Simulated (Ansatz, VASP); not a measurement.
Given: the input of a run of Ansatz 0.2.0 on Si2Ni.

Contents of input.yaml:

```yaml
crystal:
  lattice:
    - [0.0, 2.703, 2.703]
    - [2.703, 0.0, 2.703]
    - [2.703, 2.703, 0.0]
  atoms:
    - { symbol: Ni, position: [0.0, 0.0, 0.0], spin: 1.0 }
    - { symbol: Si, position: [0.75, 0.75, 0.75] }
    - { symbol: Si, position: [0.25, 0.25, 0.25] }
hamiltonian:
  xc: lda
  pseudopotentials: { kind: paw }
magnetization:
  spin_polarized: true
kpoints:
  mp_grid: { grid: [9, 9, 9] }
scf:
  occupations: { method: gaussian, width: 0.05 }
output:
  forces: true
  stress: true
  eigenvalues: true
```

Potentials or basis: Ansatz PAW.

The run is started by

```console
$ ansatz run input.yaml --threads 2 --pin off --max-ram 5632MiB --backend cpu --events-out ev --progress --plain --runs-dir out
```

Problem. Translate it to VASP 6.6.1. Potentials there: VASP PAW LDA potentials, release 64 (Ni, Si).

Solution. As run (the cutoff follows the program's own potentials):

The input run.py:

```python
from ase import Atoms
from ase.calculators.vasp import Vasp
from ase.dft.bandgap import bandgap

atoms = Atoms(
    ['Ni', 'Si', 'Si'],
    cell=[[0.0, 2.703, 2.703], [2.703, 0.0, 2.703], [2.703, 2.703, 0.0]],
    scaled_positions=[[0.0, 0.0, 0.0], [0.75, 0.75, 0.75], [0.25, 0.25, 0.25]],
    pbc=True,
)
atoms.set_initial_magnetic_moments([1.0, 0.0, 0.0])
calc = Vasp(
    directory='calc',
    xc='lda',
    pp='LDA',
    setups='minimal',
    prec='Accurate',
    encut=500,
    ediff=1e-07,
    ismear=0,
    sigma=0.05,
    lreal=False,
    lasph=True,
    nelm=150,
    algo='Normal',
    isif=2,
    lwave=False,
    lcharg=False,
    ispin=2,
    lorbit=11,
    lmaxmix=4,
    kpts=[9, 9, 9],
    gamma=True,
    nbands=20,
)
atoms.calc = calc

print('energy (eV):', atoms.get_potential_energy())
print('free energy (eV):', atoms.get_potential_energy(force_consistent=True))
print('forces (eV/A):')
print(atoms.get_forces())
print('stress (eV/A^3, Voigt):', atoms.get_stress())
print('Fermi level (eV):', calc.get_fermi_level())
print('moment (muB):', atoms.get_magnetic_moment())
print('site moments (muB):', atoms.get_magnetic_moments())
gap, top, bottom = bandgap(calc)
print('band gap (eV):', gap, 'from (spin, k, band)', top, 'to', bottom)
```

Potentials or basis: VASP PAW LDA potentials, release 64 (Ni, Si).

The run is started by

```console
$ python run.py
```

Both were run:

|  | VASP | Ansatz | Ansatz less VASP |
| --- | --- | --- | --- |
| gap on the k mesh at the Fermi level (eV) | none | none | - |
| pressure (GPa) | -4.1 | -4.2 | -0.18 |
| net moment per atom (μB) | 0.00 | 0.00 | 0.000 |

A gap of «none» marks a metal or a gap that the smearing closes. The two sets of potentials don't hold the same shells in valence.

Caveats: the PAW data sets come from PBE, with cores solved anew for the run's functional, which leaves a small shift of forces and pressure (Ansatz); the starting moments weren't kept (Ansatz).
